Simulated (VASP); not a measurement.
# ZrB2 (P6/mmm) in VASP: notebook

The runs below take ZrB2 through relaxation of cell and atoms, with PBE.

Program: VASP 6.6.1. These are calculated values, not measurements. Logs are shortened: lines on timing, memory, paths and dates and some standing lists are left out, and cuts for length are marked.

## (1) Starting point

The structure is hexagonal, space group P6/mmm (No. 191). Conventional cell: a = 3.170 Å, b = 3.170 Å, c = 3.533 Å, α = 90.00°, β = 90.00°, γ = 120.00°. Zr (site symmetry 6/mmm) has 12 B at 2.54 Å as nearest neighbours. B (site symmetry -6m2) is surrounded by 3 B at 1.83 Å.

## (2) Relaxation of cell and atoms, PBE

Contents of INCAR:

```
PREC = Accurate
ENCUT = 520
EDIFF = 1E-7
ISMEAR = 0
SIGMA = 0.1
LREAL = False
LASPH = True
NELM = 60
ALGO = Normal
ISIF = 3
LWAVE = False
LCHARG = False
GGA = PE
IBRION = 2
NSW = 80
EDIFFG = -0.002
```

Contents of KPOINTS:

```
regular mesh
0
Gamma
  3 3 2
```

Contents of POSCAR:

```
ZrB2
1.0
    3.1700000000      0.0000000000      0.0000000000
   -1.5850000000      2.7453005300      0.0000000000
    0.0000000000      0.0000000000      3.5330000000
Zr B
1 2
Direct
    0.0000000000      0.0000000000      0.0000000000
    0.3333333300      0.6666666700      0.5000000000
    0.6666666700      0.3333333300      0.5000000000
```

Potentials or basis: VASP PAW PBE potentials, release 64 (Zr_sv, B).

Launch:

```bash
cat potpaw_PBE.64/Zr_sv/POTCAR potpaw_PBE.64/B/POTCAR > POTCAR
mpirun -np 1 vasp_std > vasp.out
```

OUTCAR:

```text
PREC = Accurate
   ENCUT = 520
   EDIFF = 1E-7
   ISMEAR = 0
   LREAL = False
   LASPH = True
   NELM = 60
   ISIF = 3
   GGA = PE
   IBRION = 2
   NSW = 80
   EDIFFG = -0.002

 ion  position               nearest neighbor table
   1  0.000  0.000  0.000-   2 2.54   3 2.54   2 2.54   3 2.54   3 2.54   3 2.54   2 2.54   2 2.54
                             3 2.54   3 2.54   2 2.54   2 2.54
   2  0.333  0.667  0.500-   3 1.83   3 1.83   3 1.83   1 2.54   1 2.54   1 2.54   1 2.54   1 2.54
                             1 2.54
   3  0.667  0.333  0.500-   2 1.83   2 1.83   2 1.83   1 2.54   1 2.54   1 2.54   1 2.54   1 2.54
                             1 2.54

  LATTYP: Found a hexagonal cell.
 ALAT       =     3.1700000000
 C/A-ratio  =     1.1145110410

  Lattice vectors:

 A1 = (   3.1700000000,   0.0000000000,   0.0000000000)
 A2 = (  -1.5850000000,   2.7453005300,   0.0000000000)
 A3 = (   0.0000000000,   0.0000000000,   3.5330000000)

Analysis of symmetry for initial positions (statically):
=====================================================================
 Subroutine PRICEL returns:
 Original cell was already a primitive cell.

 Routine SETGRP: Setting up the symmetry group for a
 hexagonal supercell.

 Subroutine GETGRP returns: Found 24 space group operations
 (whereof 24 operations were pure point group operations)
 out of a pool of 24 trial point group operations.

The static configuration has the point symmetry D_6h.

Analysis of symmetry for dynamics (positions and initial velocities):
=====================================================================
 Subroutine PRICEL returns:
 Original cell was already a primitive cell.

 Routine SETGRP: Setting up the symmetry group for a
 hexagonal supercell.

 Subroutine GETGRP returns: Found 24 space group operations
 (whereof 24 operations were pure point group operations)
 out of a pool of 24 trial point group operations.

The dynamic configuration has the point symmetry D_6h.

 Subroutine INISYM returns: Found 24 space group operations
 (whereof 24 operations are pure point group operations),
 and found     1 'primitive' translations

----------------------------------------------------------------------------------------

                                     Primitive cell

  volume of cell :      30.7463

  direct lattice vectors                    reciprocal lattice vectors
     3.170000000  0.000000000  0.000000000     0.315457413  0.182129422  0.000000000
    -1.585000000  2.745300530  0.000000000     0.000000000  0.364258845  0.000000000
     0.000000000  0.000000000  3.533000000     0.000000000  0.000000000  0.283045570

  length of vectors
     3.170000000  3.170000000  3.533000000     0.364258845  0.364258845  0.283045570

  position of ions in fractional coordinates (direct lattice)
     0.000000000  0.000000000  0.000000000
     0.333333330  0.666666670  0.500000000
     0.666666670  0.333333330  0.500000000

  ion indices of the primitive-cell ions
   primitive index   ion index
                 1           1
                 2           2
                 3           3

----------------------------------------------------------------------------------------

 KPOINTS: regular mesh

Automatic generation of k-mesh.
 Grid dimensions read from file:
 generate k-points for:    3    3    2

 Generating k-lattice:

  Cartesian coordinates                     Fractional coordinates (reciprocal lattice)
     0.105152471  0.060709807  0.000000000     0.333333333  0.000000000  0.000000000
     0.000000000  0.121419615  0.000000000     0.000000000  0.333333333  0.000000000
     0.000000000  0.000000000  0.141522785     0.000000000  0.000000000  0.500000000

  Length of vectors
     0.121419615  0.121419615  0.141522785

  Shift w.r.t. Gamma in fractional coordinates (k-lattice)
     0.000000000  0.000000000  0.000000000

 Subroutine IBZKPT returns following result:
 ===========================================

 Found      6 irreducible k-points:

 Following reciprocal coordinates:
            Coordinates               Weight
  0.000000  0.000000  0.000000      1.000000
  0.333333 -0.000000  0.000000      6.000000
  0.333333  0.333333  0.000000      2.000000
  0.000000  0.000000  0.500000      1.000000
  0.333333 -0.000000  0.500000      6.000000
  0.333333  0.333333  0.500000      2.000000
   k-points           NKPTS =      6   k-points in BZ     NKDIM =      6   number of bands    NBANDS=     13
   number of dos      NEDOS =    301   number of ions     NIONS =      3
   total plane-waves  NPLWV =  16128
   dimension x,y,z NGX =    24 NGY =   24 NGZ =   28
   dimension x,y,z NGXF=    48 NGYF=   48 NGZF=   56
   ions per type =               1   2
   NGX,Y,Z   is equivalent  to a cutoff of  12.59, 12.59, 13.18 a.u.
   NGXF,Y,Z  is equivalent  to a cutoff of  25.17, 25.17, 26.35 a.u.
 SYSTEM =  unknown system
   PREC   = accura    normal or accurate (medium, high low for compatibility)
   ISTART =      0    job   : 0-new  1-cont  2-samecut
   ICHARG =      2    charge: 1-file 2-atom 10-const
   ISPIN  =      1    spin polarized calculation?
   LNONCOLLINEAR =      F non collinear calculations
   LSORBIT =      F    spin-orbit coupling
   LASPH  =      T    aspherical Exc in radial PAW
   ENCUT  =  520.0 eV  38.22 Ry    6.18 a.u.   5.89  5.89  6.57*2*pi/ulx,y,z
   NELM   =     60;   NELMIN=  2; NELMDL= -5     # of ELM steps
   EDIFF  = 0.1E-06   stopping-criterion for ELM
   LREAL  =      F    real-space projection
   EDIFFG = -.2E-02   stopping-criterion for IOM
   NSW    =     80    number of steps for IOM
   IBRION =      2    ionic relax: 0-MD 1-quasi-New 2-CG
   NFREE  =      1    steps in history (QN), initial steepest desc. (CG)
   ISIF   =      3    stress and relaxation
   ISYM   =      2    0-nonsym 1-usesym 2-fastsym
   POTIM  = 0.5000    time-step for ionic-motion
   TEBEG  =    0.0;   TEEND  =   0.0 temperature during run
   PSTRESS=    0.0 pullay stress
   NELECT =      18.0000    total number of electrons
   NUPDOWN=      -1.0000    fix difference up-down
   EMIN   =  10.00;   EMAX   =-10.00  energy-range for DOS
   EFERMI =   0.00;   METHOD = LEGACY
   ISMEAR =     0;   SIGMA  =   0.10  broadening in eV -4-tet -1-fermi 0-gaus
   EFERMI_NEDOS =   21; number of points for ismear=-14 and -15
   IALGO  =     38    algorithm
   IMIX   =      4    mixing-type and parameters
     AMIX     =   0.40;   BMIX     =  1.00
     AMIX_MAG =   1.60;   BMIX_MAG =  1.00
  volume/ion in A,a.u.               =      10.25        69.16
  Fermi-wavevector in a.u.,A,eV,Ry     =   1.369519  2.588016 25.518847  1.875582
  Thomas-Fermi vector in A             =   2.495387
   LORBIT       =      0    0 simple, 1 ext, 2 COOP (PROOUT), +10 PAW based schemes
   GGA     = PE    functional components
   LHFCALC =     F    Hartree Fock is set to
   AEXX    =    0.0000 exact exchange contribution
   IVDW    =     0    specifies the selected vdW correction
   LEPSILON=     F    determine dielectric tensor
   LRPA    =     F    only Hartree local field effects (RPA)
 conjugate gradient relaxation of ions
 non-spin polarized calculation
 Gauss-broadening in eV      SIGMA  =   0.10
  energy-cutoff  :      520.00
  volume of cell :       30.75
 maximum number of plane-waves:       840
 NGX is ok and might be reduce to    24
   NGX = 11   NGY = 11   NGZ = 13

--------------------------------------- Ionic step        1  -------------------------------------------

 number of electron      18.0000000 magnetization

 Free energy of the ion-electron system (eV)
  ---------------------------------------------------
  ext. energy  EPLUGINS =         0.00000000
  ---------------------------------------------------
  free energy    TOTEN  =       -25.02570172 eV

  energy without entropy =      -25.01942856  energy(sigma->0) =      -25.02256514

------------------------ aborting loop because EDIFF is reached ----------------------------------------

  FORCE on cell =-STRESS in cart. coord.  units (eV):
  Direction    XX          YY          ZZ          XY          YZ          ZX
  --------------------------------------------------------------------------------------
  -------------------------------------------------------------------------------------
  Total        0.4154733      0.4154733     -0.6394628      0.0000000      0.0000000      0.0000000
  in kB       21.6501485     21.6501485    -33.3221527      0.0000000      0.0000000      0.0000000
  external PRESSURE =       3.3260481 kB  Pullay stress =       0.0000000 kB

 VOLUME and BASIS-vectors are now :
 -----------------------------------------------------------------------------
  energy-cutoff  :      520.00
  volume of cell :       30.75
      direct lattice vectors                 reciprocal lattice vectors
     3.170000000  0.000000000  0.000000000     0.315457413  0.182129422  0.000000000
    -1.585000000  2.745300530  0.000000000     0.000000000  0.364258845  0.000000000
     0.000000000  0.000000000  3.533000000     0.000000000  0.000000000  0.283045570

 POSITION                                       TOTAL-FORCE (eV/Angst)
 -----------------------------------------------------------------------------------
      0.00000      0.00000      0.00000        -0.000000      0.000000      0.000000
     -0.00000      1.83020      1.76650         0.000000     -0.000000      0.000000
      1.58500      0.91510      1.76650         0.000000      0.000000     -0.000000
 -----------------------------------------------------------------------------------
    total drift:                                0.000000     -0.000000     -0.000000

  FREE ENERGIE OF THE ION-ELECTRON SYSTEM (eV)
  ---------------------------------------------------
  free  energy   TOTEN  =       -25.0257017166 eV
[... 91 lines left out ...]
 VOLUME and BASIS-vectors are now :
 -----------------------------------------------------------------------------
  energy-cutoff  :      520.00
  volume of cell :       30.70
      direct lattice vectors                 reciprocal lattice vectors
     3.183541572  0.000000000  0.000000000     0.314115578  0.181354713  0.000000000
    -1.591770786  2.757027876 -0.000000000    -0.000000000  0.362709427 -0.000000000
    -0.000000000  0.000000000  3.498036719    -0.000000000 -0.000000000  0.285874644

 POSITION                                       TOTAL-FORCE (eV/Angst)
 -----------------------------------------------------------------------------------
      0.00000      0.00000      0.00000         0.000000     -0.000000     -0.000000
     -0.00000      1.83802      1.74902        -0.000000      0.000000     -0.000000
      1.59177      0.91901      1.74902         0.000000     -0.000000      0.000000
 -----------------------------------------------------------------------------------
    total drift:                                0.000000     -0.000000     -0.000000

  FREE ENERGIE OF THE ION-ELECTRON SYSTEM (eV)
  ---------------------------------------------------
  free  energy   TOTEN  =       -25.0304725599 eV

  energy  without entropy=      -25.0242037858  energy(sigma->0) =      -25.02733817

--------------------------------------- Ionic step        5  -------------------------------------------

 number of electron      18.0000000 magnetization

 Free energy of the ion-electron system (eV)
  ---------------------------------------------------
  ext. energy  EPLUGINS =         0.00000000
  ---------------------------------------------------
  free energy    TOTEN  =       -25.03056513 eV

  energy without entropy =      -25.02429635  energy(sigma->0) =      -25.02743074

 E-fermi :  10.7524     XC(G=0): -12.4370

 val. band max:       10.7523741117   @ k =   0.0000   0.0000   0.5000
 cond. band min:      10.7523745020   @ k =   0.0000   0.0000   0.5000
 fundamental gap:      0.0000003903
 Fermi energy:        10.7523743042

 k-point     1 :       0.0000    0.0000    0.0000
  band No.  band energies     occupation
      1     -38.2425      2.00000
      2     -16.3436      2.00000
      3     -15.9220      2.00000
      4     -15.9220      2.00000
      5      -2.0721      2.00000
      6       7.8575      2.00000
      7       7.8575      2.00000
      8       7.8975      2.00000
      9       8.3445      2.00000
     10      13.8397      0.00000
     11      13.8397      0.00000
     12      14.7742      0.00000
     13      14.7742      0.00000

 k-point     2 :       0.3333   -0.0000    0.0000
  band No.  band energies     occupation
      1     -38.1599      2.00000
      2     -16.6096      2.00000
      3     -16.2200      2.00000
      4     -16.0770      2.00000
      5      -0.1045      2.00000
      6       4.1967      2.00000
      7       7.0255      2.00000
      8       7.7502      2.00000
      9       8.2333      2.00000
     10      13.0128      0.00000
     11      13.3222      0.00000
     12      13.5597      0.00000
     13      14.3595      0.00000
[... 75 lines left out ...]
 VOLUME and BASIS-vectors are now :
 -----------------------------------------------------------------------------
  energy-cutoff  :      520.00
  volume of cell :       30.76
      direct lattice vectors                 reciprocal lattice vectors
     3.185165067  0.000000000  0.000000000     0.313955471  0.181262276  0.000000000
    -1.592582533  2.758433863 -0.000000000    -0.000000000  0.362524552 -0.000000000
    -0.000000000  0.000000000  3.501284205    -0.000000000 -0.000000000  0.285609491

 POSITION                                       TOTAL-FORCE (eV/Angst)
 -----------------------------------------------------------------------------------
      0.00000      0.00000      0.00000        -0.000000      0.000000     -0.000000
     -0.00000      1.83896      1.75064        -0.000000     -0.000000     -0.000000
      1.59258      0.91948      1.75064         0.000000      0.000000      0.000000
 -----------------------------------------------------------------------------------
    total drift:                                0.000000     -0.000000     -0.000000

  FREE ENERGIE OF THE ION-ELECTRON SYSTEM (eV)
  ---------------------------------------------------
  free  energy   TOTEN  =       -25.0305651252 eV

  energy  without entropy=      -25.0242963507  energy(sigma->0) =      -25.02743074

 reached required accuracy - stopping structural energy minimisation
```

It took 17 s on 1 thread of AMD EPYC 7R13 (Zen 3), shared host; peak memory 0.11 GiB.

Results:

```yaml
Free_energy: -25.0306 eV
Relaxed_volume: 10.25 Å³/atom
Relaxed_cell: a = 3.185 Å, b = 3.185 Å, c = 3.501 Å, α = 90.00°, β = 90.00°, γ = 120.00°
Space_group_after_relaxing_to_0.05_Å: P6/mmm (No. 191)
Energy_gained_by_relaxing: 1.6 meV/atom
Ionic_steps: 5
Pressure_after_relaxing: 0.0 GPa
Band_gap_on_the_k_mesh: none (metal or under the smearing width)
```

Step by step:
```tsv
step	energy change (eV)	largest force (eV/Å)	pressure (GPa)	volume (Å³)
1	0.0000	0.0000	0.33	30.75
2	-0.0044	0.0000	-0.63	30.84
3	-0.0048	0.0000	-0.44	30.82
4	-0.0048	0.0000	0.48	30.70
5	-0.0049	0.0000	0.01	30.76
```

Final structure:
```
Zr B
1.0
     3.18517    0.00000    0.00000
    -1.59258    2.75843    0.00000
     0.00000    0.00000    3.50128
Zr B
1 2
Direct
  0.00000 0.00000 0.00000
  0.33333 0.66667 0.50000
  0.66667 0.33333 0.50000
```

Caveat: the k mesh is coarse (spacing up to 0.89 Å⁻¹), so the values aren't converged.

[end of part 1 of 2]
